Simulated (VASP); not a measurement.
## Si in VASP 6.6.1, single-point calculation

INCAR

```
NBANDS = 11
NSW = 0
PREC = Accurate
LREAL = .FALSE.
LCHARG = .FALSE.
ISMEAR = -1
ISYM = 3
EDIFF = 1E-7
GGA = PE
ISIF = 2
SIGMA = 0.02
IBRION = -1
LASPH = .FALSE.
NELM = 120
ENCUT = 520
LWAVE = .FALSE.
```

KPOINTS

```
KPOINTS created by Atomic Simulation Environment
0
Gamma
8 8 8
0 0 0
```

POSCAR

```
Si
 1.0000000000000000
     0.0000000000000000    2.8310036514000001    2.8310036514000001
     2.8310036514000001    0.0000000000000000    2.8310036514000001
     2.8310036514000001    2.8310036514000001    0.0000000000000000
 Si
   2
Cartesian
  0.0000000000000000  0.0000000000000000  0.0000000000000000
  1.4155018257000000  1.4155018257000000  1.4155018257000000
```

The recommended PBE PAW datasets give the neutral cell 8 valence electrons.

Command

```
mpirun -np 1 vasp_std
```

Task: Predict the outcome of this run.

Result: VASP stopped with an error.

OSZICAR

```
N       E                     dE             d eps       ncg     rms          rms(c)
DAV:   1     0.575971106220E+01    0.57597E+01   -0.29848E+03   638   0.547E+02
DAV:   2    -0.102481192350E+02   -0.16008E+02   -0.15034E+02   833   0.785E+01
DAV:   3    -0.108447805300E+02   -0.59666E+00   -0.59533E+00   808   0.127E+01
DAV:   4    -0.108496876490E+02   -0.49071E-02   -0.49064E-02   762   0.151E+00
DAV:   5    -0.108497456621E+02   -0.58013E-04   -0.58012E-04   807   0.152E-01
```

Standard output (part)

```
POSCAR found type information on POSCAR Si
 POSCAR found :  1 types and       2 ions
 LDA part: xc-table for (Slater+PW92), standard interpolation
 POSCAR, INCAR and KPOINTS ok, starting setup
 WAVECAR not read
 entering main loop
|                     _     ____    _    _    _____     _                     |
|                    | |   | |_) | | |  | | | |  __    | |                    |
|                    |_|   |  _ <  | |  | | | | |_ |   |_|                    |
|                     _    | |_) | | |__| | | |__| |    _                     |
|     internal error in CHECK_FULL_KPOINTS: KPOINTS_FULL not properly         |
|     initialised                                                             |
|     If you are not a developer, you should not encounter this problem.      |
|     Please submit a bug report.                                             |
```
